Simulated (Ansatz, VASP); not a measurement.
CO2 in VASP and in Ansatz

```
C O
1.0
    -1.71712    1.71712    2.97944
     1.71712   -1.71712    2.97944
     1.71712    1.71712   -2.97944
C O
2 4
Direct
  0.00000 0.00000 0.00000
  0.75000 0.25000 0.50000
  0.37500 0.33742 0.46242
  0.66258 0.12500 0.03758
  0.87500 0.91258 0.53758
  0.08742 0.62500 0.96242
```

Alike in both runs: functional PBEsol; k mesh 8 × 8 × 8; no spin polarisation.

Ansatz relaxed the structure, and its values are those at the end. VASP's run is a single point on that final structure, the one shown.

|  | VASP | Ansatz |
| --- | --- | --- |
| version | VASP 6.6.1 | Ansatz 0.2.0 |
| potentials or method | VASP PAW PBE potentials, release 64 (C, O) | scalar-relativistic, plane waves, PAW |
| plane-wave cutoff (eV) | 520 | 600 |
| occupations | gaussian, width 0.01 eV | fixed |
| valence electrons in the cell | 32 | 32 |

```csv
,VASP,Ansatz,Ansatz less VASP
gap on the k mesh at the Fermi level (eV),7.18,7.25,+0.071
least direct gap on the mesh (eV),7.39,7.44,+0.054
rms of the force components (eV/Å),0.076,0.000,-0.0756
```

Caveats: the PAW data sets were made with another functional, which shifts forces and pressure a little (VASP). A k mesh can miss the band edges.
